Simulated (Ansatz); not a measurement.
LiF: strain and displacement

```
Li F
1.0
     0.00000    2.01400    2.01400
     2.01400    0.00000    2.01400
     2.01400    2.01400    0.00000
Li F
1 1
Direct
  0.00000 0.00000 0.00000
  0.50000 0.50000 0.50000
```

Atom numbers follow the list: Li1, F2.

The cell is COD entry 1010990, as deposited and not checked against the literature; nothing was relaxed.

All numbers below come from DFT, PBE, all-electron LAPW, scalar-relativistic in Ansatz 0.2.0.

Numerical set-up: a Γ-centred 10×10×10 k mesh, Fermi–Dirac smearing of 0.03 eV, basis error target 1 meV/atom, no spin polarisation.

The unchanged cell is at 2.02 GPa.

Semilocal functionals give too small gaps.

x, y and z are the Cartesian axes of the cell as listed; fractional coordinates follow a strain, and an engineering shear is twice the off-diagonal strain component.

**Question.** With this change (equal xy, yz and zx engineering shear strains of -3 %), what becomes of the energy and stress and gap?

**Answer.** Energy change +4 meV/atom; stress change (xx, yy, zz, yz, xz, xy) 0.07, 0.07, 0.07, 1.76, 1.76, 1.76 GPa, compression positive; gap on the k mesh 9.07 → 8.91 eV.

**Question.** With this change (equal xy, yz and zx engineering shear strains of -1 %), what becomes of the energy and stress and gap?

**Answer.** Energy change under 1 meV/atom; stress change (xx, yy, zz, yz, xz, xy) 0.01, 0.01, 0.01, 0.61, 0.61, 0.61 GPa, compression positive; gap on the k mesh 9.07 → 9.01 eV.

**Question.** With this change (equal xy, yz and zx engineering shear strains of +2 %), what becomes of the energy and stress and gap?

**Answer.** Energy change +2 meV/atom; stress change (xx, yy, zz, yz, xz, xy) 0.03, 0.03, 0.03, -1.30, -1.30, -1.30 GPa, compression positive; gap on the k mesh 9.07 → 9.01 eV.

**Question.** With this change (equal xy, yz and zx engineering shear strains of -2 %), what becomes of the energy and stress and gap?

**Answer.** Energy change +2 meV/atom; stress change (xx, yy, zz, yz, xz, xy) 0.03, 0.03, 0.03, 1.20, 1.20, 1.20 GPa, compression positive; gap on the k mesh 9.07 → 8.96 eV.

With equal xy, yz and zx engineering shear strains of +1 %: energy change under 1 meV/atom; stress change (xx, yy, zz, yz, xz, xy) 0.01, 0.01, 0.01, -0.64, -0.64, -0.64 GPa, compression positive; gap on the k mesh 9.07 → 9.04 eV.

**Question.** With this change (equal xy, yz and zx engineering shear strains of +3 %), what becomes of the energy and stress and gap?

**Answer.** Energy change +5 meV/atom; stress change (xx, yy, zz, yz, xz, xy) 0.08, 0.08, 0.08, -1.99, -1.99, -1.99 GPa, compression positive; gap on the k mesh 9.07 → 8.97 eV.
